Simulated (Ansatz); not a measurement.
# PbF₂ in the fluorite structure

Level of theory: DFT, PBE, scalar-relativistic, no spin polarisation; plane waves to 420 eV with PAW datasets (Ansatz 0.2.0), Γ-centred 10×10×10 mesh, 0.05 eV Gaussian smearing. The datasets are Ansatz's generated set soft_2.

```xyz
3
Lattice="0.0000 3.0004 3.0004 3.0004 0.0000 3.0004 3.0004 3.0004 0.0000" Properties=species:S:1:pos:R:3 pbc="T T T"
Pb    0.0000    0.0000    0.0000
F     1.5002    1.5002    1.5002
F     4.5005    4.5005    4.5005
```

The start was a prototype's sites filled with these elements; the Crystallography Open Database holds the compound in this structure.

The cell is relaxed to zero pressure at this level.

Path: Γ–X–U | K–Γ–L–W–X, with Γ = (0.000, 0.000, 0.000), X = (0.500, 0.000, 0.500), U = (0.625, 0.250, 0.625), K = (0.375, 0.375, 0.750), L = (0.500, 0.500, 0.500), W = (0.500, 0.250, 0.750) in reciprocal vectors of the calculation's cell.

**Question.** Is it a metal or an insulator, and if it has a gap, where are the band edges on this path?

**Answer.** An insulator with a gap of 4.42 eV on the path, the valence band topping at W and the conduction band bottoming at X; the smallest direct gap is 4.56 eV.

Levels between -4 and 4 eV from the Fermi level at the path's named points:
| point | below E_F (eV) | above E_F (eV) |
| --- | --- | --- |
| Γ | -3.97 -3.97 -3.97 |  |
| X | -3.57 -3.57 -3.57 -2.35 | 2.21 |
| U and K | -3.72 -3.58 -2.24 | 3.08 |
| L | -2.22 | 2.82 |
| W | -3.62 -3.52 -2.21 | 3.79 3.79 |

Within 0.6 eV of the edges the projected states are 70 % F 2p at the top of the valence band and 85 % Pb 6p at the bottom of the conduction band. The valence edge mixes anion p with metal states, so the bond is partly covalent and the gap isn't a plain transfer from F to Pb.

Semilocal functionals underestimate band gaps, commonly by a third or more. For elements this heavy, spin–orbit coupling would shift levels and gaps; it isn't included here. The relaxed cell is 4 % larger in volume than the cell of this structure in the Crystallography Open Database (17.38 Å³/atom, 2011).
